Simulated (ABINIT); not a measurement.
Here is an ABINIT 10.8.3 (patched build) calculation.

run.abi

```
# Datasets: ground state, then fixed potential
ndtset 2

# Pseudopotentials
pp_dirpath "./"
pseudos "Si.GGA_PBE-JTH.xml, O.GGA_PBE-JTH.xml"

# Structure
acell 3*1.0
rprim
     9.4146155529     0.0000000000     0.0000000000
     0.0000000000     9.4146155529     0.0000000000
     0.0000000000     0.0000000000    13.1581630058
ntypat 2
znucl 14 8
natom 12
typat 1 1 1 1 2 2 2 2 2 2 2 2
xred
     0.7989700000     0.2010300000     0.7500000000
     0.7010300000     0.7010300000     0.5000000000
     0.2010300000     0.7989700000     0.2500000000
     0.2989700000     0.2989700000     0.0000000000
     0.1034700000     0.2398900000     0.8218700000
     0.2601100000     0.6034700000     0.0718700000
     0.8965300000     0.7601100000     0.3218700000
     0.7398900000     0.3965300000     0.5718700000
     0.6034700000     0.2601100000     0.9281300000
     0.7601100000     0.8965300000     0.6781300000
     0.3965300000     0.7398900000     0.4281300000
     0.2398900000     0.1034700000     0.1781300000

# Plane-wave basis
ecut 761.918815 eV
pawecutdg 50.0
pawovlp 30

# Exchange and correlation
ixc -497498
usekden 1
pawxcdev 0

# Bands and occupations
occopt 3
tsmear 0.05 eV

# SCF cycle
nstep 100

# Output
iomode 3
prtwf 0
prteig 0
prtebands 0
enunit 1
prtden1 1
prtkden1 1
prtvha1 1
prtvclmb1 1
prtpot1 1

# Dataset 1
kptopt1 1
ngkpt1 5 5 3
nshiftk1 1
shiftk1 0.0 0.0 0.0
nband1 40
tolvrs1 1.0e-7

# Dataset 2: bands along G-X-M-G-Z-R-A-Z
iscf2 -2
getden2 1
getkden2 1
nband2 46
nbdbuf2 4
tolwfr2 1.0e-11
kptopt2 -7
ndivsm2 5
prteig2 1
kptbounds2
     0.0000000000     0.0000000000     0.0000000000
     0.0000000000     0.5000000000     0.0000000000
     0.5000000000     0.5000000000     0.0000000000
     0.0000000000     0.0000000000     0.0000000000
     0.0000000000     0.0000000000     0.5000000000
     0.0000000000     0.5000000000     0.5000000000
     0.5000000000     0.5000000000     0.5000000000
     0.0000000000     0.0000000000     0.5000000000
```

Potentials or basis: JTH PAW PBE v2.0.

Command:

```sh
$ mpirun --bind-to none -np 4 abinit run.abi > log 2>&1
```

(1) Predict the pressure.

(2) Estimate the largest force.

(3) Estimate the band gap on the k mesh.

Results:

(1) -0.5 GPa.

(2) 0.189 eV/Å.

(3) 6.38 eV, direct.

Caveat: the PAW data sets were made with another functional, which shifts forces and pressure a little; the cell was measured hot, at 340 K; the atomic spheres overlap.
